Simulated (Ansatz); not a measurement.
# VN: surface energy from slabs of several thicknesses

VN, Fm-3m, a = 4.073 Å. Ansatz: PBEsol, PAW, 420 eV, Γ-centred 12×12×1 mesh on 12 atoms, Gaussian smearing 0.10 eV; no spin polarisation. Slabs of the (100) face as cut, not relaxed, VN on top and VN below, area A = 8.294 Å², with a dipole correction (the mesh named is the slab's). y is the slab's energy less N times the energy per atom of a separate bulk run.

```tsv
atoms N	thickness (Å)	y (eV)
8	6.1	1.637
12	10.2	?
14	12.2	1.715
```

**Question.** Fit y = y0 + sN to the other rows, say what y0 and s mean, give the surface energy, and predict the missing y.

**Answer.** Two rows fix the line. y = 1.533 + 0.01300 N eV. The slope s = 13.0 meV per atom is what an added atom costs in the slab over the separate bulk run; it vanishes where both describe the same bulk and the faces no longer feel each other. The intercept gives γ = y0/(2A) = 1.533 × 16.02/(2 × 8.294) = 1.48 J/m², the mean of both faces, while y/(2A) row by row runs from 1.581 to 1.656 J/m². At N = 12 the line gives 1.689 eV. The run gave 1.666 eV, so the fit is 0.023 eV too high, 29 % of the span of the series, against an rms of 0.0000 eV on the fitted rows. The faces still feel each other at these thicknesses, and in a metal the confined states add a part that swings with thickness.